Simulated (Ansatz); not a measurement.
Squeezing Pt (beta tin type)

```yaml
crystal:
  lattice:
    - [-2.51584, 2.51584, 1.35561]
    - [2.51584, -2.51584, 1.35561]
    - [2.51584, 2.51584, -1.35561]
  atoms:
    - { symbol: Pt, position: [0.62500, 0.87500, 0.75000] }
    - { symbol: Pt, position: [0.37500, 0.12500, 0.25000] }
```

The cell comes from a relaxation on PAW files under the same functional, begun from a prototype that needn't be the stable phase.

Its volume is scaled, and at each volume shape and atoms are relaxed on PAW files; all methods then take that cell.

All numbers are PBE results (scalar-relativistic) from Ansatz 0.2.0, with a Γ-centred 16×16×16 k mesh, Fermi–Dirac smearing of 0.05 eV, no spin polarisation. Methods: LAPW: all electrons, basis error target 1 meV/atom; PAW: frozen-core files, cutoff 420 eV; norm-conserving: pseudopotentials, cutoff 1143 eV; PAW (cutoff 250 eV): frozen-core files, cutoff 250 eV.

Energies are extrapolated to zero smearing and count from the unscaled cell; pressure is positive in compression; gaps take the mesh and a band path. No temperature or zero-point motion is included.

Spin–orbit coupling is left out, which matters for the heavy atoms.

| V/V0 | V (Å³/atom) | P LAPW (GPa) | ΔE LAPW (eV/atom) | P PAW − LAPW (GPa) | ΔE PAW − LAPW (meV/atom) | space group | shortest distance (Å) |
| --- | --- | --- | --- | --- | --- | --- | --- |
| 1.00 | 17.16 | -0.04 | 0.000 | 0.01 | 0.0 | I4_1/amd | 2.606 |
| 0.92 | 15.79 | 21.5 | 0.084 | 0.02 | 0.1 | I4_1/amd | 2.534 |
| 0.84 | 14.41 | 57.2 | 0.408 | 0.03 | 0.3 | I4_1/amd | 2.459 |
| 0.76 | 13.04 | 116.8 | 1.131 | 0.06 | 0.7 | I4_1/amd | 2.378 |
| 0.68 | 11.67 | ? | 2.524 | 0.15 | 1.6 | I4_1/amd | 2.292 |
| 0.60 | 10.30 | 392.6 | 5.067 | 0.41 | 3.9 | I4_1/amd | 2.198 |
| 0.52 | 8.92 | ? | 9.648 | 1.04 | 9.7 | I4_1/amd | 2.096 |
| 0.45 | 7.72 | 1215 | 16.675 | 2.49 | 22.1 | I4_1/amd | 1.998 |

Task: Give the missing entry: row "0.52", column "P LAPW (GPa)".

Result: 709.2.

Task: What belongs in the row "0.68", column "P LAPW (GPa)"?

Result: 217.5.

Task: Fit the Vinet equation to the LAPW pressures over the whole range, with residuals weighted by 1/(|P| + 0.03·Pmax).

Result: V0 = 17.16 Å³/atom, B0 = 203 GPa and B0′ = 5.59, and the fit misses no point by more than 4.4 GPa. A fit over so wide a range pins B0 less well than one near rest.

Task: From the table, what is the rise of the enthalpy H = E + pV up to the last row, and how stiff is the crystal between the last two rows?

Result: ΔH = 16.675 eV + (1215 GPa × 7.72 Å³ + 0.04 GPa × 17.16 Å³) × 0.006242 eV/(GPa·Å³) = 75.25 eV/atom, of which pV makes 78 %. The mean bulk modulus there is −ΔP/Δln V = 3500 GPa.

Task: At the smallest volume, how far do norm-conserving and PAW (cutoff 250 eV) lie from LAPW in pressure?

Result: norm-conserving: +4.33 GPa; PAW (cutoff 250 eV): +17.00 GPa, on a LAPW pressure of 1215 GPa.

Task: How do the Löwdin populations by LAPW change from the unscaled cell to the last row?

Result: Pt 5s 1.99 → 1.92, Pt 6s 1.01 → 0.93, Pt 5d 8.89 → 9.01 electrons an atom. These are projections on the shells that the free atoms fill; 0.24 e a cell lies outside them at the start and 0.33 e at the end.
